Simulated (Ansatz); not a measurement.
# Si (P6/mmm) in Ansatz: further runs, part 2 of 2

Ansatz 0.2.0. The steps go on from the part before.

### 3 Relaxation of cell and atoms, PBEsol

File input.yaml:

```yaml
crystal:
  lattice:
    - [4.12095, 0.0, 0.0]
    - [-2.06047, 3.56885, 0.0]
    - [0.0, 0.0, 2.65479]
  atoms:
    - { symbol: Si, position: [0.33333, 0.66667, 0.5] }
    - { symbol: Si, position: [0.66667, 0.33333, 0.5] }
hamiltonian:
  xc: pbesol
  pseudopotentials: { kind: paw }
kpoints:
  mp_grid: { grid: [8, 8, 10] }
scf:
  occupations: { method: fermi_dirac, width: 0.05 }
output:
  forces: true
  stress: true
  eigenvalues: true
  write_density: true
  write_potential: true
  elf: true
  volumetric_format: npy
relax:
  f_tol: 0.01
  max_steps: 40
  cell: { stress_tol: 0.05 }
```

Potentials or basis: Ansatz PAW.

Started as:

```bash
$ ansatz run input.yaml --threads 2 --pin off --max-ram 5632MiB --backend cpu --events-out ev --progress --plain --runs-dir out
```

The program printed:

```text
Warning: the atoms were moved onto the symmetric positions of the space group found under crystal.symmetry.tolerance 1.0e-5 (fractional; no operation is sought that the atoms, as they stand in a round, miss by more than twice it, and no atom is moved by as much as it), and the run uses the moved positions. Before a round's move an operation carried an atom to 4.12e-5 Å from where it should land, the largest such distance. Atom 0 (counting from 0) moved farthest, by 2.38e-5 Å; the longest move in fractions of the cell, of whichever atom, is 0.47 of the tolerance, in 1 round. To run the atoms as typed, lower crystal.symmetry.tolerance until the operations that they miss are no longer found, or set crystal.symmetry.detect: false (a key that needs symmetry detection or time reversal refuses this as the deck is read). The positions used, in the order of the run's atom list: position: [0.3333333333333333, 0.6666666666666666, 0.5]; position: [0.6666666666666666, 0.3333333333333333, 0.5]; The lattice was moved too: crystal.lattice keeps the space group found at crystal.symmetry.tolerance 1.0e-5 only nearly: the operation that it misses by the most changes a squared length by the fraction 2.80e-6. The run uses the lattice that is a stretch of the typed one, with no rotation, onto the one that keeps every operation to a double's rounding (on a very oblique basis the stretch itself rounds by more); the deck's lattice vector that moved farthest moved by 3.26e-6 Å. To run the lattice as typed, set crystal.symmetry.tolerance under 1.33e-7, the least fraction by which an operation that the lattice misses changes a squared length (the same key also sets how far an atom may lie from its image, so lowering it can lose operations that the atoms keep only within it), or set crystal.symmetry.detect: false, as for the atoms. crystal.lattice made exact, in Å and degrees: [[4.120951508198683, -2.8867513457604425e-6, 0.0], [-2.0604732540993416, 3.5688501372395285, 0.0], [0.0, 0.0, 2.65479]]. Pasted over the deck's crystal.lattice, beside positions in fractional coordinates, it runs the same cell (given as lengths and angles, that cell in the form's own orientation, a rigid turn of the misfit's size from the one run here, for which a checkpoint.post_process_only pass over this run's state can be refused: where this run relaxes nothing, give such a pass this deck's own crystal.lattice, as typed; behind a relaxation, as crystal.lattice, the state's own cell, identity.cell in its checkpoint.json), and a matrix so pasted ends this notice, except on a very skew basis of the lattice, where the rounding of the pasted numbers themselves can read as a misfit: the cell is then moved again, and that move is told again. The lattice as run is in this notice's lattice.as_run_ang field (Run.prep()["deck_notices"] in Python, the deck_notice line of an events file, deck_notices of ansatz run --dry-run=json, or deck_notices in record.json in the deck's checkpoint.write directory).
Warning: RAYON_NUM_THREADS=2 ignored (pool sized by the plan → 2); use --threads N
Engine: ansatz 0.2.0, aarch64-unknown-linux-gnu
Pseudopotentials: kind: paw
Pseudopotential: Si, paw, valence charge 4, recommended cutoff 420 eV (normal), Si.paw.azcp
Functional definition: PBEsol
  exchange = pbesol_x
  correlation = pbesol_c
Crystal: 2 atoms, lattice volume = 39.044 Å³
Basis set: ecut = 420 eV, 765 PW (Γ), exchange–correlation on 60×60×36 points (8 copies of the dense FFT grid, shifted against one another)
Bands: 8, of which v1, the nominal top of the filled ones, is band 4 counted from 1 (3 counted from 0)
Symmetry: 24 space group operations
Space group: P6/mmm (ITA 191), of the structure as read, at distance tolerance 3.4e-5 Å
k-points: 60 of 640
Non-local potential: Si, projectors of the file, l = 0: 2, l = 1: 2, l = 2: 2
PAW form: soft (Blöchl's): semilocal exchange-correlation on the pseudo side does not see the compensation charge
PAW frozen core: Si, regenerated for the run's functional, and the local potential with it (the file was generated under x = pbe(κ = 0.804, μ = 0.2195149727645171), c = pbe(β = 0.06672455060314922))
PAW one-centre angular grid: Si, 110 points (default); XC on 64 Gauss nodes
Initial density: superposition of atomic densities (neutral atoms: chi_scale 0, normalization atom), corrected by the library's trained network
Initial wavefunctions: pseudopotential atomic-orbital guess
Functional: x = pbesol(κ = 0.804, μ = 0.12345679012345678), c = pbesol(β = 0.046)
SCF iter   1: F=—  HF=-1242.290801 eV  |F-HF|=—  |Δ(HF+E_count)|=         —  Δρ=4.51e-3  dr2=9.18e-3  ethr=1.77e-3  ⟨swp⟩=6.0  Hψ=4130  notcnv=0
preconditioner: auto → none  [insulator: Δε(μ)=0.167 eV  Ē_g=9.317 eV  σ=0.050 eV  W_gap=0.61  n_scr=6 (ndim 8)  ℏωp=16.8 eV  f_vac=0.000  D(μ)=0.73/eV (n_scr^D=6)  ε∞_Penn≈4.3]
SCF iter   2: F=—  HF=-1242.288327 eV  |F-HF|=—  |Δ(HF+E_count)|=   2.47e-3  Δρ=1.73e-3  dr2=1.13e-3  ethr=1.15e-4  ⟨swp⟩=1.3  Hψ=987  notcnv=0
SCF iter   3: F=—  HF=-1242.288179 eV  |F-HF|=—  |Δ(HF+E_count)|=   1.48e-4  Δρ=1.97e-4  dr2=9.82e-6  ethr=1.41e-5  ⟨swp⟩=2.3  Hψ=708  notcnv=0
SCF iter   4: F=—  HF=-1242.288204 eV  |F-HF|=—  |Δ(HF+E_count)|=   2.50e-5  Δρ=3.33e-5  dr2=3.41e-7  ethr=1.23e-7  ⟨swp⟩=2.6  Hψ=723  notcnv=0
iter 5 did not close the SCF: its close was put off for the readings that it lacked (scf_convergence_deferred on its scf_iter line)
SCF iter   5: F=-1242.288204 eV  HF=-1242.288204 eV  |F-HF|=3.17e-9  |Δ(HF+E_count)|=   1.30e-7  Δρ=5.31e-6  dr2=1.01e-8  ethr=4.27e-9  ⟨swp⟩=2.2  Hψ=663  notcnv=0
SCF iter   6: F=-1242.288204 eV  HF=-1242.288204 eV  |F-HF|=8.50e-11  |Δ(HF+E_count)|=   5.07e-9  Δρ=4.57e-7  dr2=6.97e-11  ethr=1.27e-10  ⟨swp⟩=5.9  Hψ=2546  notcnv=0
SCF 1 converged in 6 iterations: F = -1242.288204 eV  dr2 = 6.97e-11
relax step   1: F+E_penalty+E_count = -1242.28820383 eV  Δ(F+E_penalty+E_count) = +0.000e0 eV  max|allowed force component| = 7.401e-17 eV/Å  Δτ_max = 0.0000 Å  P = -1.876 GPa  Ω = 39.044 Å³  (6 SCF iters, dr2 threshold 1.00e-7 eV, accepted)
Crystal: 2 atoms, lattice volume = 38.261 Å³
Basis set: ecut = 420 eV, 717 PW (Γ), exchange–correlation on 60×60×36 points (8 copies of the dense FFT grid, shifted against one another)
Initial density: handed on by an earlier stage of this run
Initial wavefunctions: those handed on with the density
iter 1 solved again at ethr=5.68e-6 eV; its pass at ethr=3.10e-3 eV (dr2=4.54e-4 eV) is discarded
[... 31 lines left out ...]
SCF 5 converged in 4 iterations: F = -1242.293809 eV  dr2 = 8.76e-12
relax step   5: F+E_penalty+E_count = -1242.29380940 eV  Δ(F+E_penalty+E_count) = +1.182e-4 eV  max|allowed force component| = 1.619e-16 eV/Å  Δτ_max = 0.0000 Å  P = -0.006 GPa  Ω = 38.173 Å³  stress off target by 2.17e-2 GPa  SCF on the basis re-selected at this cell (its energy is not comparable with the rows above)  (4 SCF iters)
basis re-selected at this cell: Δ(F+E_penalty+E_count) = +1.182e-4 eV, ΔP = -0.007 GPa vs the last step (what re-selecting the basis moved, of the pressure what is left beyond the Pulay correction that the steps carried, after the strain that the cell walked since its last selection, with what the two solves' SCF thresholds leave and, on support functions, any second-order correction that the steps lacked; it is no measure of the basis error at this ecutwfc). This SCF's stress stands 2.17e-2 GPa from its target on what of the cell is left free (relax.cell.stress_tol is 5.00e-2 GPa) and its largest allowed force component is 1.62e-16 eV/Å (relax.f_tol is 1.00e-2 eV/Å): within both
SCF converged after 4 iterations
Free energy (F): -1242.293809 eV
Harris-Foulkes:  -1242.293809 eV  (|F-HF|=1.59e-12)
Internal energy: -1242.287541 eV  (E = F + TS)
E sigma→0 (E₀):  -1242.290675 eV
Entropy (-TS):   -0.006268 eV (-3.134 meV/atom)
Fermi energy:    6.701963 eV
--- Per-component energies (eV) ---
  E_band       = 12.784576
  E_kinetic    = 80.248425
  E_local      = -48.216443  (includes V_loc(G=0)·N_el)
  E_nonlocal   = 51.962641
  E_hartree    = 13.523243
  E_xc         = -109.546508
  E_vxc        = -93.839933  (∫ρ·V_xc dr)
  E_paw        = -997.341177  (= ΣΔE_a)
  E_vpaw       = -4.416626  (= ΣTr[D̂ρ^β])
  E_aug_tail   = 0.000012  (compensation charges beyond the density's cutoff)
  E_ewald      = -232.980856
  E_core_change = 0.063121  (= ΣΔE_core)
  E_smearing   = -0.006268  (= −TS)
  E_closure    = 0.000000  (closes the sum)
  Σ components = -1242.293809   (vs F -1242.293809, Δ=0.00e0)
--- Forces (eV/Å), atoms counted from 1 ---
  atom   1  Si    -0.00000000     0.00000000     0.00000000
  atom   2  Si     0.00000000    -0.00000000     0.00000000
  max |Σ_I F_I| component: 2.78e-17 eV/Å
--- Stress (GPa, compression-positive) ---
        0.002479       0.000000       0.000000
       -0.000000       0.002479       0.000000
        0.000000       0.000000      -0.021731
  P = ⅓ Tr σ = -0.0056 GPa (-0.056 kbar)
--- Band table (eV; the first three rows and the last of 60) ---
  k-point 0: bands = ["-5.7182", "3.8276", "3.8276", "4.0213", "7.9289", "7.9289", "12.1640", "13.3665"]
  k-point 1: bands = ["-5.5148", "3.9996", "3.9996", "4.2214", "8.1136", "8.1136", "10.3683", "12.9505"]
  k-point 2: bands = ["-4.9093", "4.5037", "4.5037", "4.8151", "7.3159", "8.6578", "8.6578", "13.5364"]
  k-point 59: bands = ["0.7417", "1.5096", "2.8656", "3.6085", "4.4809", "8.8553", "12.4127", "14.7430"]
--- Relaxed structure (4 steps of the walk, 4 accepted, 1 SCFs on fresh bases) ---
  F+E_penalty+E_count = -1242.29380940 eV   max|allowed force component| = 1.619e-16 eV/Å   (the final SCF, on the basis selected at the relaxed cell)
  cell:  # Å, volume = 38.1733 Å³
    - [4.0963860648155315, -2.86954310474864e-6, 0.0]
    - [-2.0481905473105395, 3.54757583061037, 0.0]
    - [0.0, 0.0, 2.62680309497492]
  atoms:
    - { symbol: Si, position: [0.33333333333333315, 0.6666666666666666, 0.5] }
    - { symbol: Si, position: [0.6666666666666664, 0.3333333333333333, 0.5] }
```

rho_z.tsv:

```text
# z_ang	rho[e/angstrom^3]
# format = ansatz-planar-average/11
# lattice	4.096386065	-0.000002870	0.000000000
# lattice	-2.048190547	3.547575831	0.000000000
# lattice	0.000000000	0.000000000	2.626803095
# sites	2
# site	14	0.000001657	2.365049597	1.313401547
# site	14	2.048193861	1.182523364	1.313401547
0.000000	1.341716e-1
0.145934	1.391629e-1
0.291867	1.538425e-1
0.437801	1.767384e-1
0.583734	2.038940e-1
0.729668	2.293905e-1
[... 10 lines left out ...]
2.334936	1.538425e-1
2.480870	1.391629e-1
```

Wall time 3.9 s (2 threads of Arm Neoverse V1, shared host); peak memory 0.3 GiB.

Results:

* Free energy: -1242.2938 eV
* Relaxed volume: 19.09 Å³/atom
* Relaxed cell: a = 4.096 Å, b = 4.096 Å, c = 2.627 Å, α = 90.00°, β = 90.00°, γ = 120.00°
* Space group after relaxing (to 0.05 Å): P6/mmm (No. 191)
* Energy gained by relaxing: 2.8 meV/atom
* Ionic steps: 5
* Pressure after relaxing: 0.0 GPa
* Band gap on the k mesh: none (metal or under the smearing width)

The path:
```csv
step,energy change (eV),largest force (eV/Å),volume (Å³)
1,0.0000,0.0000,39.04
2,-0.0054,0.0000,38.26
3,-0.0057,0.0000,38.20
4,-0.0057,0.0000,38.17
5,-0.0056,0.0000,38.17
```

Final structure:
```
CELL_PARAMETERS angstrom
4.09639 0.00000 0.00000
-2.04819 3.54758 0.00000
0.00000 0.00000 2.62680
ATOMIC_POSITIONS crystal
Si 0.33333 0.66667 0.50000
Si 0.66667 0.33333 0.50000
```

Levels at points of the mesh, in eV from the Fermi level:
| k point | band 1 | band 2 | band 3 | band 4 | band 5 | band 6 | band 7 | band 8 |
| --- | --- | --- | --- | --- | --- | --- | --- | --- |
| (0.00, 0.00, 0.00) | -12.42 | -2.87 | -2.87 | -2.68 | 1.23 | 1.23 | 5.46 | 6.66 |
| (0.00, 0.00, -0.50) | -8.35 | -5.99 | -0.05 | -0.05 | 1.25 | 3.50 | 4.40 | 4.40 |
| (0.00, -0.50, 0.00) | -10.56 | -8.86 | -4.09 | -1.36 | 6.27 | 7.08 | 7.23 | 8.13 |
| (0.00, -0.50, -0.50) | -6.47 | -4.90 | -4.32 | -2.65 | -1.10 | 3.01 | 3.85 | 4.99 |

Caveat: the plane-wave basis is chosen anew once the cell has moved, so the energies of steps on either side of that aren't comparable; the PAW data sets come from PBE, with cores solved anew for the run's functional, which leaves a small shift of forces and pressure.

### 4 Relaxation of cell and atoms, RPBE

Changes to input.yaml since step 3:

```diff
@@ -9,3 +9,3 @@
 hamiltonian:
-  xc: pbesol
+  xc: rpbe
   pseudopotentials: { kind: paw }
```

Started as:

```bash
$ ansatz run input.yaml --threads 2 --pin off --max-ram 5632MiB --backend cpu --events-out ev --progress --plain --runs-dir out
```

It took 4.7 s on 2 threads of Arm Neoverse V1, shared host; peak memory 0.3 GiB.

The run converged. Its results:

```
Free energy                            : -1277.0232 eV
Relaxed volume                         : 19.85 Å³/atom
Relaxed cell                           : a = 4.149 Å, b = 4.149 Å, c = 2.663 Å, α = 90.00°, β = 90.00°, γ = 120.00°
Space group after relaxing (to 0.05 Å) : P6/mmm (No. 191)
Energy gained by relaxing              : 1.6 meV/atom
Ionic steps                            : 6
Pressure after relaxing                : 0.0 GPa
Band gap on the k mesh                 : none (metal or under the smearing width)
```

The path:
```tsv
step	energy change (eV)	largest force (eV/Å)	volume (Å³)
1	0.0000	0.0000	39.04
2	-0.0029	0.0000	39.53
3	-0.0031	0.0000	39.69
4	-0.0032	0.0000	39.72
5	-0.0032	0.0000	39.71
6	-0.0032	0.0000	39.71
```

Final structure:
```yaml
crystal:
  lattice:
    - [4.14899, 0.00000, 0.00000]
    - [-2.07449, 3.59313, 0.00000]
    - [0.00000, 0.00000, 2.66343]
  atoms:
    - { symbol: Si, position: [0.33333, 0.66667, 0.50000] }
    - { symbol: Si, position: [0.66667, 0.33333, 0.50000] }
```

Levels at points of the mesh, in eV from the Fermi level:
```tsv
k point	band 2	band 3	band 4	band 5	band 6	band 7
(0.00, 0.00, 0.00)	-2.86	-2.86	-2.80	1.26	1.26	5.67
(0.00, 0.00, -0.50)	-5.80	-0.18	-0.18	1.16	3.05	4.27
(0.00, -0.50, 0.00)	-8.73	-4.02	-1.25	6.07	7.02	7.03
(0.00, -0.50, -0.50)	-4.95	-4.20	-2.56	-1.19	2.89	3.91
```

Caveat: the plane-wave basis is chosen anew once the cell has moved, so the energies of steps on either side of that aren't comparable; the PAW data sets come from PBE, with cores solved anew for the run's functional, which leaves a small shift of forces and pressure.

### 5 Relaxation of cell and atoms, revPBE

Changes to input.yaml since step 4:

```diff
@@ -9,3 +9,3 @@
 hamiltonian:
-  xc: rpbe
+  xc: revpbe
   pseudopotentials: { kind: paw }
@@ -19,6 +19,2 @@
   eigenvalues: true
-  write_density: true
-  write_potential: true
-  elf: true
-  volumetric_format: npy
 relax:
```

Started as:

```bash
$ ansatz run input.yaml --threads 2 --pin off --max-ram 5632MiB --backend cpu --events-out ev --progress --plain --runs-dir out
```

Wall time 3.7 s (2 threads of Arm Neoverse V1, shared host); peak memory 0.3 GiB.

The run converged. Its results:

| Quantity | Value |
| --- | --- |
| Free energy | -1275.2905 eV |
| Relaxed volume | 19.77 Å³/atom |
| Relaxed cell | a = 4.143 Å, b = 4.143 Å, c = 2.660 Å, α = 90.00°, β = 90.00°, γ = 120.00° |
| Space group after relaxing (to 0.05 Å) | P6/mmm (No. 191) |
| Energy gained by relaxing | 1.0 meV/atom |
| Ionic steps | 5 |
| Pressure after relaxing | 0.0 GPa |
| Band gap on the k mesh | none (metal or under the smearing width) |

Step by step:
```csv
step,energy change (eV),largest force (eV/Å),volume (Å³)
1,0.0000,0.0000,39.04
2,-0.0017,0.0000,39.39
3,-0.0019,0.0000,39.52
4,-0.0019,0.0000,39.54
5,-0.0019,0.0000,39.54
```

Final structure:
```cif
data_structure
_symmetry_space_group_name_H-M 'P 1'
_symmetry_Int_Tables_number 1
_cell_length_a 4.1429
_cell_length_b 4.1429
_cell_length_c 2.6602
_cell_angle_alpha 90.000
_cell_angle_beta 90.000
_cell_angle_gamma 120.000
_cell_volume 39.54
loop_
_atom_site_label
_atom_site_type_symbol
_atom_site_fract_x
_atom_site_fract_y
_atom_site_fract_z
_atom_site_occupancy
Si1 Si 0.33333 0.66667 0.50000 1
Si2 Si 0.66667 0.33333 0.50000 1
```

Levels at points of the mesh, in eV from the Fermi level:
| k point | band 1 | band 2 | band 3 | band 4 | band 5 | band 6 | band 7 | band 8 |
| --- | --- | --- | --- | --- | --- | --- | --- | --- |
| (0.00, 0.00, 0.00) | -12.23 | -2.86 | -2.86 | -2.79 | 1.26 | 1.26 | 5.64 | 6.40 |
| (0.00, 0.00, -0.50) | -8.34 | -5.82 | -0.17 | -0.17 | 1.17 | 3.08 | 4.28 | 4.28 |
| (0.00, -0.50, 0.00) | -10.43 | -8.74 | -4.02 | -1.26 | 6.10 | 7.04 | 7.05 | 7.83 |
| (0.00, -0.50, -0.50) | -6.52 | -4.95 | -4.21 | -2.57 | -1.18 | 2.90 | 3.91 | 5.12 |

Caveat: the plane-wave basis is chosen anew once the cell has moved, so the energies of steps on either side of that aren't comparable; the PAW data sets come from PBE, with cores solved anew for the run's functional, which leaves a small shift of forces and pressure.

### 6 Relaxation of cell and atoms, BLYP

Changes to input.yaml since step 5:

```diff
@@ -9,3 +9,3 @@
 hamiltonian:
-  xc: revpbe
+  xc: blyp
   pseudopotentials: { kind: paw }
```

Potentials or basis: Ansatz PAW.

Started as:

```bash
$ ansatz run input.yaml --threads 2 --pin off --max-ram 5632MiB --backend cpu --events-out ev --progress --plain --runs-dir out
```

Wall time 4 s (2 threads of Arm Neoverse V1, shared host); peak memory 0.3 GiB.

Results (log left out):

```
Free energy                            : -1277.9867 eV
Relaxed volume                         : 20.63 Å³/atom
Relaxed cell                           : a = 4.190 Å, b = 4.190 Å, c = 2.714 Å, α = 90.00°, β = 90.00°, γ = 120.00°
Space group after relaxing (to 0.05 Å) : P6/mmm (No. 191)
Energy gained by relaxing              : 13.6 meV/atom
Ionic steps                            : 5
Pressure after relaxing                : 0.0 GPa
Band gap on the k mesh                 : none (metal or under the smearing width)
```

The path:
```tsv
step	energy change (eV)	largest force (eV/Å)	volume (Å³)
1	0.0000	0.0000	39.04
2	-0.0239	0.0000	40.69
3	-0.0265	0.0000	41.17
4	-0.0266	0.0000	41.26
5	-0.0271	0.0000	41.26
```

Final structure:
```
CELL_PARAMETERS angstrom
4.18967 0.00000 0.00000
-2.09483 3.62836 0.00000
0.00000 0.00000 2.71394
ATOMIC_POSITIONS crystal
Si 0.33333 0.66667 0.50000
Si 0.66667 0.33333 0.50000
```

Levels at points of the mesh, in eV from the Fermi level:
```
             k point  band 1  band 2  band 3  band 4  band 5  band 6  band 7  band 8
  (0.00, 0.00, 0.00)  -11.97   -3.01   -2.75   -2.75    1.40    1.40    5.75    5.78
 (0.00, 0.00, -0.50)   -8.48   -5.48   -0.37   -0.37    1.10    2.17    4.13    4.13
 (0.00, -0.50, 0.00)  -10.24   -8.57   -3.85   -1.15    5.85    6.88    6.90    7.13
(0.00, -0.50, -0.50)   -6.74   -5.14   -3.94   -2.35   -1.33    2.61    4.22    5.27
```

Caveat: the plane-wave basis is chosen anew once the cell has moved, so the energies of steps on either side of that aren't comparable; the PAW data sets come from PBE, with cores solved anew for the run's functional, which leaves a small shift of forces and pressure.

### 7 Summary

| level | gap on the mesh (eV) | pressure (GPa) | relaxed volume (Å³/atom) |
| --- | --- | --- | --- |
| LDA | none | 0.0 | 18.79 |
| PBEsol | none | 0.0 | 19.09 |
| RPBE | none | 0.0 | 19.85 |
| revPBE | none | 0.0 | 19.77 |
| BLYP | none | 0.0 | 20.63 |

Alike in all rows: task relaxation of cell and atoms; potentials or basis Ansatz PAW; no spin polarisation; cell relaxed; k mesh 8 × 8 × 10; cutoff (eV) 420; smearing fermi-dirac 0.05 eV.

Caveats: the plane-wave basis is chosen anew once the cell has moved, so the energies of steps on either side of that aren't comparable; the PAW data sets come from PBE, with cores solved anew for the run's functional, which leaves a small shift of forces and pressure.

Total energies depend on the potentials used, so only differences within one code and one set of settings carry meaning.
